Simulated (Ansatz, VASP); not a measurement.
**Two plane-wave programs on NaCl**

Contents of INCAR:

```
PREC = Accurate ; ENCUT = 520
EDIFF = 1E-7 ; ISMEAR = -1
SIGMA = 0.05 ; LREAL = False
LASPH = True ; NELM = 60
ALGO = Normal ; ISIF = 2
LWAVE = False ; LCHARG = False
GGA = PE ; IBRION = 2
NSW = 40 ; EDIFFG = -0.01
```

The input KPOINTS:

```
regular mesh
0
Gamma
  7 7 7
```

The input POSCAR:

```
NaCl
1.0
    0.0625146000      3.1257300000      3.1257300000
    3.1257300000      0.0625146000      3.1257300000
    3.1882446000      3.1882446000      0.0000000000
Na Cl
1 1
Direct
    0.2500000000      0.2500000000      0.2500000000
    0.5000000000      0.5000000000      0.5000000000
```

input.yaml

```yaml
crystal:
  lattice:
    - [0.0625146, 3.12573, 3.12573]
    - [3.12573, 0.0625146, 3.12573]
    - [3.1882446, 3.1882446, 0.0]
  atoms:
    - { symbol: Na, position: [0.25, 0.25, 0.25] }
    - { symbol: Cl, position: [0.5, 0.5, 0.5] }
hamiltonian:
  xc: pbe
  pseudopotentials: { kind: paw }
kpoints:
  mp_grid: { grid: [7, 7, 7] }
scf:
  occupations: { method: fermi_dirac, width: 0.05 }
output:
  forces: true
  stress: true
  eigenvalues: true
  write_density: true
  write_potential: true
  elf: true
  volumetric_format: npy
relax:
  f_tol: 0.01
  max_steps: 40
```

Change from the starting cell: strain = 0.04.

Alike in both runs: task relaxation of the atoms; functional PBE; k mesh 7 × 7 × 7; occupations fermi-dirac, width 0.05 eV; no spin polarisation.

```csv
,VASP,Ansatz
version,VASP 6.6.1,Ansatz 0.2.0
potentials or method,"VASP PAW PBE potentials, release 64 (Na_pv, Cl)",Ansatz PAW
plane-wave cutoff (eV),520,420
valence electrons in the cell,14,16
```

|  | VASP | Ansatz | Ansatz less VASP |
| --- | --- | --- | --- |
| gap on the k mesh at the Fermi level, each at its own relaxed structure (eV) | 4.80 | 4.80 | +0.001 |
| energy change over the relaxation (meV/atom) | -1 | -1 | 0.0 |

The two sets of potentials don't hold the same shells in valence.

Caveats: an odd mesh through Γ misses points on the zone boundary, where band edges often lie (VASP); odd divisions of the mesh miss points on the zone boundary, where band edges often lie, so the gap on the mesh can be too wide (Ansatz).
